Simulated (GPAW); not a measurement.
A run of GPAW 26.7.0 is set up as follows.

The input run.py:

```python
import numpy as np
from ase.dft.bandgap import bandgap
from ase.io import write
from ase.spacegroup import crystal
from ase.units import GPa
from gpaw import GPAW, PW
from gpaw.spinorbit import soc_eigenstates

# Ce 2a
atoms = crystal(['Ce'],
                basis=[[0.0, 0.0, 0.0]],
                spacegroup=229, setting=1,  # Im-3m
                cellpar=[3.8865971, 3.8865971, 3.8865971, 90.0, 90.0, 90.0],
                primitive_cell=True)
atoms.set_initial_magnetic_moments([1.0])

calc = GPAW(mode=PW(800),
            xc='MGGA_X_R2SCAN+MGGA_C_R2SCAN',
            kpts={'size': (8, 8, 8), 'gamma': True},
            occupations={'name': 'fermi-dirac', 'width': 0.05},
            nbands=17,
            convergence={'density': 1e-05, 'energy': 1e-05},
            maxiter=150,
            txt='gpaw.txt')
atoms.calc = calc
energy = atoms.get_potential_energy()
forces = atoms.get_forces()
stress = atoms.get_stress()
calc.write('gs.gpw')
write('result.traj', atoms)
print(f'Energy: {energy:.6f} eV')
print('Forces (eV/A):')
print(forces.round(4))
print('Stress (GPa):', (stress / GPa).round(3))
print('Moments:', calc.get_magnetic_moments().round(3))
print('Fermi level:', round(calc.get_fermi_level(), 4), 'eV')
print(f'Gap: {bandgap(calc)[0]:.4f} eV, direct: {bandgap(calc, direct=True)[0]:.4f} eV')

path = atoms.cell.bandpath('GHNGPH,PN', npoints=100, eps=1e-4)
bs_calc = calc.fixed_density(kpts=path, symmetry='off', nbands=26,
                             convergence={'bands': 'CBM+6.0', 'eigenstates': 1e-6}, txt='bands.txt')
bs = bs_calc.band_structure()
bs.write('bs.json')
print(f'Gap on the path: {bandgap(bs_calc)[0]:.4f} eV')

soc = soc_eigenstates(bs_calc, theta=90, phi=45, ignore_xc_potential=True)
np.savetxt('soc_bands.dat', soc.eigenvalues(), fmt='%.4f')
mesh = soc_eigenstates('gs.gpw', theta=90, phi=45, ignore_xc_potential=True)
np.savetxt('soc_mesh.dat', mesh.eigenvalues(), fmt='%.4f')
print('Fermi level with spin-orbit coupling:', round(mesh.fermi_level, 4), 'eV')
```

Potentials or basis: GPAW PAW data sets (gpaw-data 1.2.1), pw.

Launch:

```bash
$ OMP_NUM_THREADS=1 python run.py
```

Q: Predict the net moment.

A: 1.55 μB per cell.

Q: Estimate the pressure.

A: 0.2 GPa.

Levels at the corners of the path, in eV from the Fermi level:
```
point  band 10  band 11  band 12  band 13  band 14  band 15
    Γ    -2.74    -0.08    -0.07    -0.04     0.64     0.70
    H    -3.06    -2.50    -2.50    -0.01     0.38     0.41
    N    -1.85    -0.85    -0.01     0.17     0.21     0.28
    Γ    -2.74    -0.08    -0.07    -0.04     0.64     0.70
    P     0.14     0.22     0.25     0.50     0.54     0.55
    H    -3.06    -2.50    -2.50    -0.01     0.38     0.41
    P     0.14     0.22     0.25     0.50     0.54     0.55
    N    -1.85    -0.85    -0.01     0.17     0.21     0.28
```

Caveat: one-centre terms of the f shell are cut off; the magnetic or orbital state may not be the lowest; spin-orbit coupling was added after a scalar SCF, so levels and gaps hold it while energy, forces, pressure and moments don't; this program's spin-orbit splittings come out too wide for heavy elements; the PAW data sets were made with another functional, which shifts forces and pressure a little. The state reached can hang on the start; a lower one may exist.
